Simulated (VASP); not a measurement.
Write the native input for VASP 6.6.1 that does the following.

* Task: band structure
* Functional: LDA
* Potentials or basis: VASP PAW LDA potentials, release 64 (Ba_sv, S)
* Cutoff: 520 eV
* k mesh: 8 × 8 × 8
* Occupations: gaussian, width 0.02 eV
* Spin: no spin polarisation
* Ladder: gaps
* Further INCAR settings: ALGO = Normal; EDIFF = 1e-07

BaS:

```xyz
2
Lattice="0.0000 3.1938 3.1938 3.1938 0.0000 3.1938 3.1938 3.1938 0.0000" Properties=species:S:1:pos:R:3 pbc="T T T"
Ba    0.0000    0.0000    0.0000
S     3.1938    3.1938    3.1938
```

The input as run:

POSCAR

```
BaS
1.0
    0.0000000000      3.1937500000      3.1937500000
    3.1937500000      0.0000000000      3.1937500000
    3.1937500000      3.1937500000      0.0000000000
Ba S
1 1
Direct
    0.0000000000      0.0000000000      0.0000000000
    0.5000000000      0.5000000000      0.5000000000
```

INCAR.step1

```
PREC = Accurate
ENCUT = 520
EDIFF = 1E-7
ISMEAR = 0
SIGMA = 0.02
LREAL = F
LASPH = T
NELM = 80
ALGO = Normal
ISIF = 2
LWAVE = F
LCHARG = T
```

KPOINTS.step1

```
regular mesh
0
Gamma
  8 8 8
```

INCAR.step2

```
PREC = Accurate
ENCUT = 520
EDIFF = 1E-7
ISMEAR = 0
SIGMA = 0.05
LREAL = F
LASPH = T
NELM = 80
ALGO = Normal
ISIF = 2
LWAVE = F
LCHARG = F
ICHARG = 11
```

KPOINTS.step2

```
path GXWKGLUWLK,UX
15
line-mode
reciprocal
 0.0000000000  0.0000000000  0.0000000000  G
 0.5000000000  0.0000000000  0.5000000000  X

 0.5000000000  0.0000000000  0.5000000000  X
 0.5000000000  0.2500000000  0.7500000000  W

 0.5000000000  0.2500000000  0.7500000000  W
 0.3750000000  0.3750000000  0.7500000000  K

 0.3750000000  0.3750000000  0.7500000000  K
 0.0000000000  0.0000000000  0.0000000000  G

 0.0000000000  0.0000000000  0.0000000000  G
 0.5000000000  0.5000000000  0.5000000000  L

 0.5000000000  0.5000000000  0.5000000000  L
 0.6250000000  0.2500000000  0.6250000000  U

 0.6250000000  0.2500000000  0.6250000000  U
 0.5000000000  0.2500000000  0.7500000000  W

 0.5000000000  0.2500000000  0.7500000000  W
 0.5000000000  0.5000000000  0.5000000000  L

 0.5000000000  0.5000000000  0.5000000000  L
 0.3750000000  0.3750000000  0.7500000000  K

 0.6250000000  0.2500000000  0.6250000000  U
 0.5000000000  0.0000000000  0.5000000000  X
```

Potentials or basis: VASP PAW LDA potentials, release 64 (Ba_sv, S).

Command:

```sh
$ cat potpaw_LDA.64/Ba_sv/POTCAR potpaw_LDA.64/S/POTCAR > POTCAR
$ cp INCAR.step1 INCAR
$ cp KPOINTS.step1 KPOINTS
$ mpirun -np 1 vasp_std > vasp.out
$ cp INCAR.step2 INCAR
$ cp KPOINTS.step2 KPOINTS
$ mpirun -np 1 vasp_std > vasp.out
```

Results of the run:

```
Band gap on the k mesh  : 1.90 eV, indirect (least direct gap 2.04 eV)
Band gap along the path : 1.90 eV, indirect (least direct gap 2.04 eV)
```

Caveat: the log is that of the step along the path at fixed density, whose energy, stress, charges and moments have no meaning; spin-orbit coupling is left out, which moves the levels of the heavy elements.

It took 42 s on 1 thread of Intel(R) Xeon(R) 6975P-C (Granite Rapids), with other jobs on the host, peak memory 0.25 GiB.
